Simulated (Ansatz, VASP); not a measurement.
Si in VASP and in Ansatz

```
Si
1.0
     0.00000    1.91083    1.91083
     1.91083    0.00000    1.91083
     1.91083    1.91083    0.00000
Si
1
Direct
  0.00000 0.00000 0.00000
```

This isn't the form of Si at room conditions, which is diamond.

Alike in both runs: task single point; functional LDA; k mesh 24 × 24 × 24; occupations gaussian, width 0.15 eV; no spin polarisation.

```csv
,VASP,Ansatz
version,VASP 6.6.1,Ansatz 0.2.0
potentials or method,"VASP PAW LDA potentials, release 64 (Si)","scalar-relativistic, plane waves, PAW"
plane-wave cutoff (eV),520,420
valence electrons in the cell,4,4
```

Ansatz gave:

| Property | Result |
| --- | --- |
| gap on the k mesh at the Fermi level (eV) | none |
| pressure (GPa) | -0.3 |

Question: Estimate VASP's values.

Answer: gap on the k mesh at the Fermi level (eV): none; pressure (GPa): -0.2.

A gap of «none» marks a metal or a gap that the smearing closes.
